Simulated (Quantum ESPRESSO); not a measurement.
# AlN (F-43m) in Quantum ESPRESSO: settings compared, part 2 of 4

Quantum ESPRESSO 7.5. The steps go on from the part before.

## Step 3: Phonons, PBE+D3(BJ)

Input file pw.in:

```
&CONTROL
  calculation = 'scf'
  prefix = 'pwscf'
  outdir = './tmp'
  pseudo_dir = './pseudo'
  tprnfor = .true.
  tstress = .true.
  disk_io = 'low'
/
&SYSTEM
  ibrav = 0
  nat = 2
  ntyp = 2
  ecutwfc = 84
  nbnd = 9
  occupations = 'smearing'
  smearing = 'fd'
  degauss = 0.00367493
  vdw_corr = 'grimme-d3'
  dftd3_version = 4
  dftd3_threebody = .false.
/
&ELECTRONS
  conv_thr = 4d-10
  electron_maxstep = 120
  mixing_beta = 0.5
/
ATOMIC_SPECIES
Al    26.9815 Al.upf
N     14.0070 N.upf
CELL_PARAMETERS angstrom
   0.0000000000    2.1839935596    2.1839935596
   2.1839935596    0.0000000000    2.1839935596
   2.1839935596    2.1839935596    0.0000000000
ATOMIC_POSITIONS crystal
Al     0.0000000000    0.0000000000    0.0000000000
N      0.2500000000    0.2500000000    0.2500000000
K_POINTS automatic
6 6 6 1 1 1
```

Input file relax.in:

```
&CONTROL
  calculation = 'vc-relax'
  prefix = 'pwscf'
  outdir = './tmp'
  pseudo_dir = './pseudo'
  tprnfor = .true.
  tstress = .true.
  disk_io = 'low'
  nstep = 40
  forc_conv_thr = 0.0001
  etot_conv_thr = 1d-06
/
&SYSTEM
  ibrav = 0
  nat = 2
  ntyp = 2
  ecutwfc = 84
  nbnd = 9
  occupations = 'smearing'
  smearing = 'fd'
  degauss = 0.00367493
  vdw_corr = 'grimme-d3'
  dftd3_version = 4
  dftd3_threebody = .false.
/
&ELECTRONS
  conv_thr = 4d-10
  electron_maxstep = 120
  mixing_beta = 0.5
/
&IONS
  ion_dynamics = 'bfgs'
/
&CELL
  cell_dynamics = 'bfgs'
  press = 0
  press_conv_thr = 0.2
/
ATOMIC_SPECIES
Al    26.9815 Al.upf
N     14.0070 N.upf
CELL_PARAMETERS angstrom
   0.0000000000    2.1839935596    2.1839935596
   2.1839935596    0.0000000000    2.1839935596
   2.1839935596    2.1839935596    0.0000000000
ATOMIC_POSITIONS crystal
Al     0.0000000000    0.0000000000    0.0000000000
N      0.2500000000    0.2500000000    0.2500000000
K_POINTS automatic
6 6 6 1 1 1
```

Input file scf2.in:

```
&CONTROL
  calculation = 'scf'
  prefix = 'pwscf'
  outdir = './tmp'
  pseudo_dir = './pseudo'
  tprnfor = .true.
  tstress = .true.
  disk_io = 'low'
/
&SYSTEM
  ibrav = 0
  nat = 2
  ntyp = 2
  ecutwfc = 84
  nbnd = 9
  occupations = 'fixed'
  vdw_corr = 'grimme-d3'
  dftd3_version = 4
  dftd3_threebody = .false.
/
&ELECTRONS
  conv_thr = 1d-13
  electron_maxstep = 120
  mixing_beta = 0.5
  startingpot = 'file'
  startingwfc = 'file'
/
ATOMIC_SPECIES
Al    26.9815 Al.upf
N     14.0070 N.upf
CELL_PARAMETERS angstrom
   0.0000000000    2.1847864940    2.1847864940
   2.1847864940    0.0000000000    2.1847864940
   2.1847864940    2.1847864940    0.0000000000
ATOMIC_POSITIONS crystal
Al     0.0000000000    0.0000000000    0.0000000000
N      0.2500000000    0.2500000000    0.2500000000
K_POINTS automatic
6 6 6 1 1 1
```

Input file d3hess.in:

```
&INPUT
  prefix = 'pwscf'
  outdir = './tmp'
  step = 0.001
/
```

Input file ph.in:

```
phonons of AlN
&INPUTPH
  prefix = 'pwscf'
  outdir = './tmp'
  tr2_ph = 1d-16
  fildyn = 'dyn'
  niter_ph = 60
  alpha_mix(1) = 0.7
  epsil = .true.
/
0.0000000000 0.0000000000 0.0000000000
```

Input file dynmat.in:

```
&INPUT
  fildyn = 'dyn'
  asr = 'crystal'
  lperm = .true.
  filout = 'dynmat.disp'
  fileig = 'dynmat.eig'
/
```

Input file dynmat_lo.in:

```
&INPUT
  fildyn = 'dyn'
  asr = 'crystal'
  filout = 'dynmat_lo.disp'
  fileig = 'dynmat_lo.eig'
  q(1) = 0
  q(2) = 0
  q(3) = 1
/
```

Potentials or basis: PseudoDojo 0.4.1 SR PBE standard.

The run is started by

```bash
$ OMP_NUM_THREADS=1 pw.x -in pw.in > pw.out
$ OMP_NUM_THREADS=1 pw.x -in relax.in > relax.out
$ OMP_NUM_THREADS=1 pw.x -in scf2.in > scf2.out
$ OMP_NUM_THREADS=1 d3hess.x -in d3hess.in > d3hess.out
$ OMP_NUM_THREADS=1 ph.x -in ph.in > ph.out
$ OMP_NUM_THREADS=1 dynmat.x -in dynmat.in > dynmat.out
$ OMP_NUM_THREADS=1 dynmat.x -in dynmat_lo.in > dynmat_lo.out
```

pw.out:

```text
This program is part of the open-source Quantum ESPRESSO suite
     for quantum simulation of materials; please cite
[... 9 lines left out ...]
     --------------------
     sticks:   dense  smooth     PW     G-vecs:    dense   smooth      PW
     Sum         793     793    253                14553    14553    2637

     Using Slab Decomposition

     bravais-lattice index     =            0
     lattice parameter (alat)  =       5.8367  a.u.
     unit-cell volume          =     140.5985 (a.u.)^3
     number of atoms/cell      =            2
     number of atomic types    =            2
     number of electrons       =         8.00
     number of Kohn-Sham states=            9
     kinetic-energy cutoff     =      84.0000  Ry
     charge density cutoff     =     336.0000  Ry
     scf convergence threshold =      4.0E-10
     mixing beta               =       0.5000
     number of iterations used =            8  plain     mixing
     Exchange-correlation= PBE
                           (   1   4   3   4   0   0   0)

     celldm(1)=   5.836671  celldm(2)=   0.000000  celldm(3)=   0.000000
[... 273 lines left out ...]

    -5.7354   2.5399   4.7348   5.4105  12.3300  16.9830  18.8644  21.0181
    22.5561

          k =-0.4125 0.0589 0.0589 (  1826 PWs)   bands (ev):
[... 51 lines left out ...]
    -5.7805   1.5689   5.1803   6.2418  14.5962  15.7762  19.0088  19.1445
    24.8589

     the Fermi energy is     8.5356 ev

!    total energy              =     -25.62489575 Ry
     estimated scf accuracy    <          5.8E-11 Ry
     smearing contrib. (-TS)   =      -0.00000000 Ry
     internal energy E=F+TS    =     -25.62489575 Ry

     The total energy is F=E-TS. E is the sum of the following terms:
     one-electron contribution =      -0.92941426 Ry
     hartree contribution      =       5.64202934 Ry
     xc contribution           =      -8.49790781 Ry
     ewald contribution        =     -21.79995921 Ry
     DFT-D3 Dispersion         =      -0.03964382 Ry

     convergence has been achieved in  12 iterations

     Forces acting on atoms (cartesian axes, Ry/au):

     atom    1 type  1   force =    -0.00000000    0.00000000    0.00000000
     atom    2 type  2   force =     0.00000000    0.00000000   -0.00000000

     Total force =     0.000000     Total SCF correction =     0.000000

     Computing stress (Cartesian axis) and pressure

          total   stress  (Ry/bohr**3)                   (kbar)     P=        2.21
   0.00001499   0.00000000   0.00000000            2.21        0.00        0.00
   0.00000000   0.00001499  -0.00000000            0.00        2.21       -0.00
   0.00000000  -0.00000000   0.00001499            0.00       -0.00        2.21

=------------------------------------------------------------------------------=
   JOB DONE.
=------------------------------------------------------------------------------=
```

relax.out:

```text
This program is part of the open-source Quantum ESPRESSO suite
     for quantum simulation of materials; please cite
[... 9 lines left out ...]
     --------------------
     sticks:   dense  smooth     PW     G-vecs:    dense   smooth      PW
     Sum         793     793    253                14553    14553    2637
[... 1279 lines left out ...]
   0.00000019   0.00000000   0.00000000            0.03        0.00        0.00
   0.00000000   0.00000019   0.00000000            0.00        0.03        0.00
  -0.00000000   0.00000000   0.00000019           -0.00        0.00        0.03

=------------------------------------------------------------------------------=
   JOB DONE.
=------------------------------------------------------------------------------=
```

It took 2.4 min on 1 thread of Arm Neoverse V1, shared host; peak memory 0.06 GiB.

What came out:

| Item | Value |
| --- | --- |
| Free energy | -348.6445 eV |
| Relaxed volume | 10.43 Å³/atom |
| Relaxed cell | a = 3.090 Å, b = 3.090 Å, c = 3.090 Å, α = 60.00°, β = 60.00°, γ = 60.00° |
| Space group after relaxing (to 0.05 Å) | F-43m (No. 216) |
| Pressure after relaxing | 0.0 GPa |
| Electronic dielectric tensor (diagonal) | 4.54 |
| Born charges (mean of the diagonal) | Al +2.52; N -2.52 e |
| Highest phonon frequency at Γ, LO-TO splitting left out | 663 cm⁻¹ |
| Static dielectric tensor (diagonal) | 8.25 |

Final structure:
```
CELL_PARAMETERS angstrom
0.00000 2.18479 2.18479
2.18479 0.00000 2.18479
2.18479 2.18479 0.00000
ATOMIC_POSITIONS crystal
Al 0.00000 0.00000 0.00000
N 0.25000 0.25000 0.25000
```

Phonon frequencies in cm⁻¹ (negative: imaginary):
```csv
q point,frequencies
"(0.000, 0.000, 0.000)",-3 -3 -3 663 663 663
```

Electronic dielectric tensor:
```
4.54 0.00 0.00
0.00 4.54 0.00
0.00 0.00 4.54
```

Born effective charge tensors (e):
atom 1, Al
```
2.52 0.00 0.00
0.00 2.52 0.00
0.00 0.00 2.52
```
atom 2, N
```
-2.52  0.00  0.00
 0.00 -2.52  0.00
 0.00  0.00 -2.52
```

Optical modes at Γ, degenerate ones joined, polar ones without the macroscopic field:
| cm⁻¹ | components | symmetry | active in | IR intensity, summed ((D/Å)²/amu) |
| --- | --- | --- | --- | --- |
| 662 | 3 | T2 | IR and Raman | 47.80 |

Zone-centre frequencies without and with the macroscopic field along z (cm⁻¹):
```
                optical modes in rising order
       without                    662 662 662
with the field                    662 662 893
```

Static dielectric tensor, electrons and zone-centre modes:
```
8.25 0.00 0.00
0.00 8.25 0.00
0.00 0.00 8.25
```

## Step 4: Phonons, rPW86PBE+rVV10

Edit pw.in of step 3 so:

```diff
@@ -15,2 +15,3 @@
   nbnd = 9
+  input_dft = 'rvv10'
   occupations = 'smearing'
@@ -18,5 +19,2 @@
   degauss = 0.00367493
-  vdw_corr = 'grimme-d3'
-  dftd3_version = 4
-  dftd3_threebody = .false.
 /
```

Edit relax.in of step 3 so:

```diff
@@ -18,2 +18,3 @@
   nbnd = 9
+  input_dft = 'rvv10'
   occupations = 'smearing'
@@ -21,5 +22,2 @@
   degauss = 0.00367493
-  vdw_corr = 'grimme-d3'
-  dftd3_version = 4
-  dftd3_threebody = .false.
 /
```

Edit scf2.in of step 3 so:

```diff
@@ -15,6 +15,4 @@
   nbnd = 9
+  input_dft = 'rvv10'
   occupations = 'fixed'
-  vdw_corr = 'grimme-d3'
-  dftd3_version = 4
-  dftd3_threebody = .false.
 /
@@ -31,5 +29,5 @@
 CELL_PARAMETERS angstrom
-   0.0000000000    2.1847864940    2.1847864940
-   2.1847864940    0.0000000000    2.1847864940
-   2.1847864940    2.1847864940    0.0000000000
+   0.0000000000    2.2133440064    2.2133440064
+   2.2133440064    0.0000000000    2.2133440064
+   2.2133440064    2.2133440064    0.0000000000
 ATOMIC_POSITIONS crystal
```

ph.in is that of step 3.

dynmat.in is that of step 3.

dynmat_lo.in is that of step 3.

Potentials or basis: PseudoDojo 0.4.1 SR PBE standard.

The run is started by

```bash
$ OMP_NUM_THREADS=1 pw.x -in pw.in > pw.out
$ OMP_NUM_THREADS=1 pw.x -in relax.in > relax.out
$ OMP_NUM_THREADS=1 pw.x -in scf2.in > scf2.out
$ OMP_NUM_THREADS=1 ph.x -in ph.in > ph.out
$ OMP_NUM_THREADS=1 dynmat.x -in dynmat.in > dynmat.out
$ OMP_NUM_THREADS=1 dynmat.x -in dynmat_lo.in > dynmat_lo.out
```

pw.out:

```text
This program is part of the open-source Quantum ESPRESSO suite
     for quantum simulation of materials; please cite
         "P. Giannozzi et al., J. Phys.:Condens. Matter 21 395502 (2009);
         "P. Giannozzi et al., J. Phys.:Condens. Matter 29 465901 (2017);
         "P. Giannozzi et al., J. Chem. Phys. 152 154105 (2020);
     in publications or presentations arising from this work. More details at

     IMPORTANT: XC functional enforced from input :
     Exchange-correlation= RVV10
                           (   1   4  13   4  26   0   0)
     Any further DFT definition will be discarded
     Please, verify this is what you really want

     Message from routine setup:
     using ibrav=0 with symmetry is DISCOURAGED, use correct ibrav instead

     G-vector sticks info
     --------------------
     sticks:   dense  smooth     PW     G-vecs:    dense   smooth      PW
     Sum         793     793    253                14553    14553    2637

     Using Slab Decomposition

     bravais-lattice index     =            0
     lattice parameter (alat)  =       5.8367  a.u.
[... 268 lines left out ...]
          k =-0.5303 0.1768-0.0589 (  1829 PWs)   bands (ev):

    -5.5769   2.7360   4.9117   5.5822  12.6225  17.2043  19.0847  21.2622
    22.8010

          k =-0.4125 0.0589 0.0589 (  1826 PWs)   bands (ev):
[... 51 lines left out ...]
    -5.6231   1.7811   5.3513   6.4000  14.8798  16.0051  19.2642  19.3697
    25.1057

     the Fermi energy is     8.7502 ev

!    total energy              =     -25.63950073 Ry
     estimated scf accuracy    <          1.9E-10 Ry
     smearing contrib. (-TS)   =      -0.00000000 Ry
     internal energy E=F+TS    =     -25.63950073 Ry

     The total energy is F=E-TS. E is the sum of the following terms:
     one-electron contribution =      -0.97713565 Ry
     hartree contribution      =       5.70800156 Ry
     xc contribution           =      -8.57040742 Ry
     ewald contribution        =     -21.79995921 Ry

     convergence has been achieved in  11 iterations

     Forces acting on atoms (cartesian axes, Ry/au):

     atom    1 type  1   force =     0.00000000   -0.00000000   -0.00000000
     atom    2 type  2   force =     0.00000000    0.00000000   -0.00000000

     Total force =     0.000000     Total SCF correction =     0.000000

     Computing stress (Cartesian axis) and pressure

          total   stress  (Ry/bohr**3)                   (kbar)     P=       79.99
   0.00054378   0.00000000   0.00000000           79.99        0.00        0.00
   0.00000000   0.00054378  -0.00000000            0.00       79.99       -0.00
  -0.00000000   0.00000000   0.00054378           -0.00        0.00       79.99

=------------------------------------------------------------------------------=
   JOB DONE.
=------------------------------------------------------------------------------=
```

scf2.out:

```text
This program is part of the open-source Quantum ESPRESSO suite
     for quantum simulation of materials; please cite
         "P. Giannozzi et al., J. Phys.:Condens. Matter 21 395502 (2009);
         "P. Giannozzi et al., J. Phys.:Condens. Matter 29 465901 (2017);
         "P. Giannozzi et al., J. Chem. Phys. 152 154105 (2020);
[... 320 lines left out ...]
  -0.00000000   0.00000096   0.00000000           -0.00        0.14        0.00
  -0.00000000   0.00000000   0.00000096           -0.00        0.00        0.14

=------------------------------------------------------------------------------=
   JOB DONE.
=------------------------------------------------------------------------------=
```

Run time: 4 min. Hardware: 1 thread of Arm Neoverse V1, shared host; peak memory 0.13 GiB.

What came out:

| Item | Value |
| --- | --- |
| Free energy | -348.8638 eV |
| Relaxed volume | 10.84 Å³/atom |
| Relaxed cell | a = 3.130 Å, b = 3.130 Å, c = 3.130 Å, α = 60.00°, β = 60.00°, γ = 60.00° |
| Space group after relaxing (to 0.05 Å) | F-43m (No. 216) |
| Pressure after relaxing | 0.0 GPa |
| Electronic dielectric tensor (diagonal) | 4.53 |
| Born charges (mean of the diagonal) | Al +2.54; N -2.54 e |
| Highest phonon frequency at Γ, LO-TO splitting left out | 623 cm⁻¹ |
| Most unstable mode | 31i cm⁻¹ |
| Static dielectric tensor (diagonal) | 8.61 |

Step by step:
```csv
step,energy change (eV),largest force (eV/Å),pressure (GPa),volume (Å³)
1,0.0000,0.0000,8.00,20.83
2,-0.0205,0.0000,-0.09,21.70
3,-0.0206,0.0000,0.00,21.69
```

Final structure:
```cif
data_structure
_symmetry_space_group_name_H-M 'P 1'
_symmetry_Int_Tables_number 1
_cell_length_a 3.1301
_cell_length_b 3.1301
_cell_length_c 3.1301
_cell_angle_alpha 60.000
_cell_angle_beta 60.000
_cell_angle_gamma 60.000
_cell_volume 21.69
loop_
_atom_site_label
_atom_site_type_symbol
_atom_site_fract_x
_atom_site_fract_y
_atom_site_fract_z
_atom_site_occupancy
Al1 Al 0.00000 0.00000 0.00000 1
N1 N 0.25000 0.25000 0.25000 1
```

Phonon frequencies in cm⁻¹ (negative: imaginary):
```csv
q point,frequencies
"(0.000, 0.000, 0.000)",-31 -31 -31 623 623 623
```

Electronic dielectric tensor:
```
4.53 0.00 0.00
0.00 4.53 0.00
0.00 0.00 4.53
```

Born effective charge tensors (e):
atom 1, Al
```
2.54 0.00 0.00
0.00 2.54 0.00
0.00 0.00 2.54
```
atom 2, N
```
-2.54  0.00  0.00
 0.00 -2.54  0.00
 0.00  0.00 -2.54
```

Optical modes at Γ, degenerate ones joined, polar ones without the macroscopic field:
```tsv
cm⁻¹	components	symmetry	active in	IR intensity, summed ((D/Å)²/amu)
624	3	T2	IR and Raman	48.50
```

Zone-centre frequencies without and with the macroscopic field along z (cm⁻¹):
```tsv
	optical modes in rising order
without	624 624 624
with the field	624 624 861
```

Static dielectric tensor, electrons and zone-centre modes:
```
8.61 0.00 0.00
0.00 8.61 0.00
0.00 0.00 8.61
```

Caveat: the potentials were made for another functional, which shifts forces and pressure; before the sum rule the acoustic modes lie tens of cm⁻¹ from zero, a sign that the density grid also shifts the optical modes.

(Part 2 of 4 ends here.)
